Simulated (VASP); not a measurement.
# CdS (Hawleyite) (F-43m) in VASP: notebook

One crystal, CdS (Hawleyite), is run at these levels: PBE, LDA; tasks: band structure.

All numbers are computed with VASP 6.6.1; they aren't measurements. Logs are shortened: lines on timing, memory, paths and dates and some standing lists are left out, and cuts for length are marked.

## (1) Starting point

It takes space group F-43m (No. 216, cubic). The conventional cell has a = 5.835 Å, b = 5.835 Å, c = 5.835 Å, α = 90.00°, β = 90.00°, γ = 90.00°. Cd (site symmetry -43m) has 4 S at 2.53 Å as nearest neighbours. S (site symmetry -43m) has 4 Cd at 2.53 Å as nearest neighbours.

## (2) Band structure, PBE

The input, INCAR:

```
SYSTEM = CdS
ALGO     = Normal         ! electronic algorithm
EDIFF    = 1E-6           ! SCF threshold, eV
ENCUT    = 520            ! plane-wave cutoff, eV
GGA      = PE             ! functional
ISIF     = 2              ! what is computed and relaxed
ISMEAR   = 0              ! smearing method
LASPH    = .TRUE.         ! aspherical terms in the spheres
LCHARG   = .FALSE.        ! write CHGCAR
LREAL    = .FALSE.        ! projectors in reciprocal space
LWAVE    = .FALSE.        ! write WAVECAR
NBANDS   = 16             ! bands
NELM     = 80             ! most SCF steps
PREC     = Accurate       ! precision mode
SIGMA    = 0.03           ! smearing width, eV
```

The input, KPOINTS:

```
k-points
0
G
  8 8 8
  0 0 0
```

The input, POSCAR:

```
CdS                                     
1.0
    0.0000000000      2.9176352628      2.9176352628
    2.9176352628      0.0000000000      2.9176352628
    2.9176352628      2.9176352628      0.0000000000
  Cd              S             
     1     1
Direct
     1.0000000000000000    1.0000000000000000    1.0000000000000000
     0.2500000000000000    0.2500000000000000    0.2500000000000000
```

The input, KPOINTS_OPT:

```
explicit points
252
Reciprocal
 0.0000000000  0.0000000000  0.0000000000 1
 0.0357142857  0.0000000000  0.0357142857 1
 0.0714285714  0.0000000000  0.0714285714 1
 0.1071428571  0.0000000000  0.1071428571 1
 0.1428571429  0.0000000000  0.1428571429 1
 0.1785714286  0.0000000000  0.1785714286 1
[... 244 lines left out ...]
 0.5114877500  0.0229755100  0.5114877500 1
 0.4885122500 -0.0229755100  0.4885122500 1
```

Potentials or basis: VASP PAW PBE potentials, release 64 (Cd, S).

Command:

```
> cat potpaw_PBE.64/Cd/POTCAR potpaw_PBE.64/S/POTCAR > POTCAR
> mpirun -np 1 vasp_std > vasp.out
```

OUTCAR:

```text
SYSTEM = CdS
   EDIFF = 1E-6
   ENCUT = 520
   GGA = PE
   ISIF = 2
   ISMEAR = 0
   LASPH = .TRUE.
   LREAL = .FALSE.
   NELM = 80
   PREC = Accurate

 ion  position               nearest neighbor table
   1  0.000  0.000  0.000-   2 2.53   2 2.53   2 2.53   2 2.53
   2  0.250  0.250  0.250-   1 2.53   1 2.53   1 2.53   1 2.53

  LATTYP: Found a face centered cubic cell.
 ALAT       =     5.8352705256

  Lattice vectors:

 A1 = (   0.0000000000,   2.9176352628,   2.9176352628)
 A2 = (   2.9176352628,   0.0000000000,   2.9176352628)
 A3 = (   2.9176352628,   2.9176352628,   0.0000000000)

Analysis of symmetry for initial positions (statically):
=====================================================================
 Subroutine PRICEL returns:
 Original cell was already a primitive cell.

 Routine SETGRP: Setting up the symmetry group for a
 face centered cubic supercell.

 Subroutine GETGRP returns: Found 24 space group operations
 (whereof 24 operations were pure point group operations)
 out of a pool of 48 trial point group operations.

The static configuration has the point symmetry T_d .

Analysis of symmetry for dynamics (positions and initial velocities):
=====================================================================
 Subroutine PRICEL returns:
 Original cell was already a primitive cell.

 Routine SETGRP: Setting up the symmetry group for a
 face centered cubic supercell.

 Subroutine GETGRP returns: Found 24 space group operations
 (whereof 24 operations were pure point group operations)
 out of a pool of 48 trial point group operations.

The dynamic configuration has the point symmetry T_d .

 Subroutine INISYM returns: Found 24 space group operations
 (whereof 24 operations are pure point group operations),
 and found     1 'primitive' translations

----------------------------------------------------------------------------------------

                                     Primitive cell

  volume of cell :      49.6733

  direct lattice vectors                    reciprocal lattice vectors
     0.000000000  2.917635263  2.917635263    -0.171371661  0.171371661  0.171371661
     2.917635263  0.000000000  2.917635263     0.171371661 -0.171371661  0.171371661
     2.917635263  2.917635263  0.000000000     0.171371661  0.171371661 -0.171371661

  length of vectors
     4.126159359  4.126159359  4.126159359     0.296824423  0.296824423  0.296824423

  position of ions in fractional coordinates (direct lattice)
     0.000000000  0.000000000  0.000000000
     0.250000000  0.250000000  0.250000000

  ion indices of the primitive-cell ions
   primitive index   ion index
                 1           1
                 2           2

----------------------------------------------------------------------------------------

 KPOINTS: k-points

Automatic generation of k-mesh.
 Grid dimensions read from file:
 generate k-points for:    8    8    8

 Generating k-lattice:

  Cartesian coordinates                     Fractional coordinates (reciprocal lattice)
    -0.021421458  0.021421458  0.021421458     0.125000000  0.000000000  0.000000000
     0.021421458 -0.021421458  0.021421458     0.000000000  0.125000000  0.000000000
     0.021421458  0.021421458 -0.021421458     0.000000000  0.000000000  0.125000000

  Length of vectors
     0.037103053  0.037103053  0.037103053

  Shift w.r.t. Gamma in fractional coordinates (k-lattice)
     0.000000000  0.000000000  0.000000000

 Subroutine IBZKPT returns following result:
 ===========================================

 Found     29 irreducible k-points:

 Following reciprocal coordinates:
            Coordinates               Weight
  0.000000  0.000000  0.000000      1.000000
  0.125000  0.000000  0.000000      8.000000
  0.250000  0.000000  0.000000      8.000000
  0.375000  0.000000  0.000000      8.000000
  0.500000  0.000000  0.000000      4.000000
  0.125000  0.125000  0.000000      6.000000
[... 16 lines left out ...]
  0.500000  0.250000  0.125000     48.000000
 -0.375000  0.250000  0.125000     24.000000
 [... further k-points ...]
   k-points           NKPTS =     29   k-points in BZ     NKDIM =     29   number of bands    NBANDS=     16
   number of dos      NEDOS =    301   number of ions     NIONS =      2
   total plane-waves  NPLWV =  32768
   dimension x,y,z NGX =    32 NGY =   32 NGZ =   32
   dimension x,y,z NGXF=    64 NGYF=   64 NGZF=   64
   ions per type =               1   1
   NGX,Y,Z   is equivalent  to a cutoff of  12.89, 12.89, 12.89 a.u.
   NGXF,Y,Z  is equivalent  to a cutoff of  25.79, 25.79, 25.79 a.u.
 SYSTEM =  CdS
   PREC   = accura    normal or accurate (medium, high low for compatibility)
   ISTART =      0    job   : 0-new  1-cont  2-samecut
   ICHARG =      2    charge: 1-file 2-atom 10-const
   ISPIN  =      1    spin polarized calculation?
   LNONCOLLINEAR =      F non collinear calculations
   LSORBIT =      F    spin-orbit coupling
   LASPH  =      T    aspherical Exc in radial PAW
   ENCUT  =  520.0 eV  38.22 Ry    6.18 a.u.   7.67  7.67  7.67*2*pi/ulx,y,z
   NELM   =     80;   NELMIN=  2; NELMDL= -5     # of ELM steps
   EDIFF  = 0.1E-05   stopping-criterion for ELM
   LREAL  =      F    real-space projection
   EDIFFG = 0.1E-04   stopping-criterion for IOM
   NSW    =      0    number of steps for IOM
   IBRION =     -1    ionic relax: 0-MD 1-quasi-New 2-CG
   NFREE  =      0    steps in history (QN), initial steepest desc. (CG)
   ISIF   =      2    stress and relaxation
   ISYM   =      2    0-nonsym 1-usesym 2-fastsym
   POTIM  = 0.5000    time-step for ionic-motion
   TEBEG  =    0.0;   TEEND  =   0.0 temperature during run
   PSTRESS=    0.0 pullay stress
   NELECT =      18.0000    total number of electrons
   NUPDOWN=      -1.0000    fix difference up-down
   EMIN   =  10.00;   EMAX   =-10.00  energy-range for DOS
   EFERMI =   0.00;   METHOD = LEGACY
   ISMEAR =     0;   SIGMA  =   0.03  broadening in eV -4-tet -1-fermi 0-gaus
   EFERMI_NEDOS =   21; number of points for ismear=-14 and -15
   IALGO  =     38    algorithm
   IMIX   =      4    mixing-type and parameters
     AMIX     =   0.40;   BMIX     =  1.00
     AMIX_MAG =   1.60;   BMIX_MAG =  1.00
  volume/ion in A,a.u.               =      24.84       167.61
  Fermi-wavevector in a.u.,A,eV,Ry     =   1.167145  2.205583 18.534217  1.362227
  Thomas-Fermi vector in A             =   2.303649
   LORBIT       =      0    0 simple, 1 ext, 2 COOP (PROOUT), +10 PAW based schemes
   GGA     = PE    functional components
   LHFCALC =     F    Hartree Fock is set to
   AEXX    =    0.0000 exact exchange contribution
   IVDW    =     0    specifies the selected vdW correction
   LEPSILON=     F    determine dielectric tensor
   LRPA    =     F    only Hartree local field effects (RPA)
 non-spin polarized calculation
 Gauss-broadening in eV      SIGMA  =   0.03
  energy-cutoff  :      520.00
  volume of cell :       49.67
 maximum number of plane-waves:      1363
   NGX = 15   NGY = 15   NGZ = 15

 number of electron      18.0000005 magnetization

 Free energy of the ion-electron system (eV)
  ---------------------------------------------------
  ext. energy  EPLUGINS =         0.00000000
  ---------------------------------------------------
  free energy    TOTEN  =        -6.12243359 eV

  energy without entropy =       -6.12243359  energy(sigma->0) =       -6.12243359

 E-fermi :   1.4965     XC(G=0):  -9.1442

 val. band max:        1.3043090261   @ k =   0.0000   0.0000   0.0000
 cond. band min:       2.4515016385   @ k =   0.0000   0.0000   0.0000
 fundamental gap:      1.1471926123
 Fermi energy:         1.4964846991

 k-point     1 :       0.0000    0.0000    0.0000
  band No.  band energies     occupation
      1     -11.0583      2.00000
      2      -6.4196      2.00000
      3      -6.4196      2.00000
      4      -6.4196      2.00000
      5      -5.9412      2.00000
      6      -5.9412      2.00000
[... 8 lines left out ...]
     15      12.7832      0.00000
     16      12.7832      0.00000

 k-point     2 :       0.1250    0.0000    0.0000
  band No.  band energies     occupation
      1     -10.9963      2.00000
      2      -6.3971      2.00000
      3      -6.3971      2.00000
      4      -6.3659      2.00000
      5      -5.9423      2.00000
      6      -5.9423      2.00000
[... 8 lines left out ...]
     15      12.1860      0.00000
     16      13.3108      0.00000

 k-point     3 :       0.2500    0.0000    0.0000
  band No.  band energies     occupation
      1     -10.8460      2.00000
      2      -6.3485      2.00000
      3      -6.3485      2.00000
      4      -6.1734      2.00000
      5      -5.9369      2.00000
      6      -5.9369      2.00000
[... 8 lines left out ...]
     15      11.9506      0.00000
     16      12.6376      0.00000

 k-point     4 :       0.3750    0.0000    0.0000
  band No.  band energies     occupation
      1     -10.6957      2.00000
      2      -6.3110      2.00000
      3      -6.3110      2.00000
      4      -5.9169      2.00000
      5      -5.9169      2.00000
      6      -5.8191      2.00000
[... 8 lines left out ...]
     15      12.8068      0.00000
     16      12.8068      0.00000

 k-point     5 :       0.5000    0.0000    0.0000
  band No.  band energies     occupation
      1     -10.6340      2.00000
      2      -6.2995      2.00000
      3      -6.2995      2.00000
      4      -5.9035      2.00000
      5      -5.9035      2.00000
      6      -5.5623      2.00000
[... 8 lines left out ...]
     15      13.8524      0.00000
     16      13.8524      0.00000

 k-point     6 :       0.1250    0.1250    0.0000
  band No.  band energies     occupation
      1     -10.9758      2.00000
      2      -6.3762      2.00000
      3      -6.3756      2.00000
      4      -6.3756      2.00000
      5      -5.9573      2.00000
      6      -5.9286      2.00000
[... 8 lines left out ...]
     15      12.8842      0.00000
     16      13.9574      0.00000
[... 267 lines left out ...]
 k-point    21 :       0.5000    0.5000    0.0000
  band No.  band energies     occupation
      1     -10.5030      2.00000
      2      -6.2063      2.00000
      3      -6.0714      2.00000
      4      -6.0714      2.00000
      5      -5.8543      2.00000
      6      -5.4978      2.00000
[... 8 lines left out ...]
     15      13.6697      0.00000
     16      14.7998      0.00000

 k-point    22 :       0.3750    0.2500    0.1250
  band No.  band energies     occupation
      1     -10.7357      2.00000
      2      -6.2965      2.00000
      3      -6.2703      2.00000
      4      -6.1069      2.00000
      5      -5.9339      2.00000
      6      -5.8808      2.00000
[... 8 lines left out ...]
     15      13.3120      0.00000
     16      15.1902      0.00000

 k-point    23 :       0.5000    0.2500    0.1250
  band No.  band energies     occupation
      1     -10.6176      2.00000
      2      -6.2607      2.00000
      3      -6.2349      2.00000
      4      -6.0070      2.00000
      5      -5.9077      2.00000
      6      -5.6503      2.00000
[... 8 lines left out ...]
     15      14.1295      0.00000
     16      14.3973      0.00000

 k-point    24 :      -0.3750    0.2500    0.1250
  band No.  band energies     occupation
      1     -10.5694      2.00000
      2      -6.2560      2.00000
      3      -6.2180      2.00000
      4      -5.9669      2.00000
      5      -5.9145      2.00000
      6      -5.4485      2.00000
[... 8 lines left out ...]
     15      13.6038      0.00000
     16      14.4718      0.00000

 [... further k-points ...]
[... 5 lines left out ...]
  --------------------------------------------------------------------------------------
  -------------------------------------------------------------------------------------
  Total        0.9702849      0.9702849      0.9702849      0.0000000      0.0000000     -0.0000000
  in kB       31.2958595     31.2958595     31.2958595      0.0000000      0.0000000     -0.0000000
  external PRESSURE =      31.2958595 kB  Pullay stress =       0.0000000 kB

 VOLUME and BASIS-vectors are now :
 -----------------------------------------------------------------------------
  energy-cutoff  :      520.00
  volume of cell :       49.67
      direct lattice vectors                 reciprocal lattice vectors
     0.000000000  2.917635263  2.917635263    -0.171371661  0.171371661  0.171371661
     2.917635263  0.000000000  2.917635263     0.171371661 -0.171371661  0.171371661
     2.917635263  2.917635263  0.000000000     0.171371661  0.171371661 -0.171371661

 POSITION                                       TOTAL-FORCE (eV/Angst)
 -----------------------------------------------------------------------------------
      0.00000      0.00000      0.00000        -0.000000      0.000000     -0.000000
      1.45882      1.45882      1.45882         0.000000     -0.000000      0.000000
 -----------------------------------------------------------------------------------
    total drift:                               -0.000000     -0.000000     -0.000000

  FREE ENERGIE OF THE ION-ELECTRON SYSTEM (eV)
  ---------------------------------------------------
  free  energy   TOTEN  =        -6.1224335888 eV

  energy  without entropy=       -6.1224335888  energy(sigma->0) =       -6.12243359
```

It took 44 s on 1 thread of Intel Xeon 6975P-C (Granite Rapids), shared host; peak memory 0.18 GiB.

Results:

* Free energy: -6.1224 eV
* Pressure: 3.1 GPa
* Band gap on the k mesh: 1.15 eV, direct
* Band gap along the path: 1.15 eV, direct

Levels at the corners of the path, in eV from the valence-band top:
```
point  band 5  band 6  band 7  band 8  band 9  band 10  band 11  band 12  band 13  band 14
    Γ   -7.25   -7.25    0.00    0.00    0.00     1.15     6.55     6.55     6.55    11.43
    X   -7.16   -6.80   -3.95   -1.88   -1.88     3.56     4.35     9.23    10.77    10.77
    X   -7.16   -6.80   -3.95   -1.88   -1.88     3.56     4.35     9.23    10.77    10.77
    W   -7.24   -6.62   -3.89   -2.26   -2.19     5.43     5.44     7.25     8.07    11.09
    W   -7.24   -6.62   -3.89   -2.26   -2.19     5.43     5.44     7.25     8.07    11.09
    K   -7.20   -6.67   -3.93   -2.53   -1.52     4.24     5.45     8.51     9.06     9.58
    K   -7.20   -6.67   -3.93   -2.53   -1.52     4.24     5.45     8.51     9.06     9.58
    Γ   -7.25   -7.25    0.00    0.00    0.00     1.15     6.55     6.55     6.55    11.43
    Γ   -7.25   -7.25    0.00    0.00    0.00     1.15     6.55     6.55     6.55    11.43
    L   -7.21   -6.87   -4.40   -0.75   -0.75     3.01     7.01     7.01     7.48    11.09
    L   -7.21   -6.87   -4.40   -0.75   -0.75     3.01     7.01     7.01     7.48    11.09
    U   -7.20   -6.67   -3.93   -2.53   -1.52     4.24     5.45     8.51     9.06     9.58
    U   -7.20   -6.67   -3.93   -2.53   -1.52     4.24     5.45     8.51     9.06     9.58
    W   -7.24   -6.62   -3.89   -2.26   -2.19     5.43     5.44     7.25     8.07    11.09
    W   -7.24   -6.62   -3.89   -2.26   -2.19     5.43     5.44     7.25     8.07    11.09
    L   -7.21   -6.87   -4.40   -0.75   -0.75     3.01     7.01     7.01     7.48    11.09
    L   -7.21   -6.87   -4.40   -0.75   -0.75     3.01     7.01     7.01     7.48    11.09
    K   -7.20   -6.67   -3.93   -2.53   -1.52     4.24     5.45     8.51     9.06     9.58
    U   -7.20   -6.67   -3.93   -2.53   -1.52     4.24     5.45     8.51     9.06     9.58
    X   -7.16   -6.80   -3.95   -1.88   -1.88     3.56     4.35     9.23    10.77    10.77
```

(Continued in part 2 of 2.)
